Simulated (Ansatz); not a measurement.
Crystal: SnSe2.

```
Sn Se
1.0
     3.81100    0.00000    0.00000
    -1.90550    3.30042    0.00000
     0.00000    0.00000    6.13600
Sn Se
1 2
Direct
  0.00000 0.00000 0.00000
  0.66667 0.33333 0.75100
  0.33333 0.66667 0.24900
```

- Program: Ansatz 0.2.0
- Task: relaxation of cell and atoms
- Functional: HSE06
- Potentials or basis: Ansatz PAW
- Cutoff: 420 eV (not typed: the program's choice for these potentials)
- k mesh: 6 × 6 × 4
- Occupations: fermi-dirac, width 0.05 eV
- Spin: no spin polarisation

At the start: volume 25.73 Å³/atom.

Question: Where does the relaxation end?

Answer: It ends after 8 steps and the volume is 28.95 Å³/atom (+12.5 %); space group P-3m1 (No. 164, to 0.05 Å).

The path:
```
step  energy change (eV)  largest force (eV/Å)  volume (Å³)
   1              0.0000                0.3308        77.18
   2             -0.0298                0.0038        80.19
   3             -0.0396                0.0188        81.99
   4             -0.0469                0.0083        84.39
   5             -0.0480                0.0037        85.77
   6             -0.0481                0.0000        86.57
   7             -0.0481                0.0053        86.84
   8             -0.0515                0.0070        86.84
```

Final structure:
```xyz
3
Lattice="3.8279 0.0000 0.0000 -1.9139 3.3150 0.0000 0.0000 0.0000 6.8437" Properties=species:S:1:pos:R:3 pbc="T T T"
Sn    0.0000    0.0000    0.0000
Se    1.9139    1.1050    5.2823
Se    0.0000    2.2100    1.5614
```

Caveat: the plane-wave basis is chosen anew once the cell has moved, so the energies of steps on either side of that aren't comparable; this functional lacks dispersion, which binds the layers, so the pressure and a relaxed spacing across them are unreliable; the PAW data sets come from PBE, with cores solved anew for the run's functional, which leaves a small shift of forces and pressure.
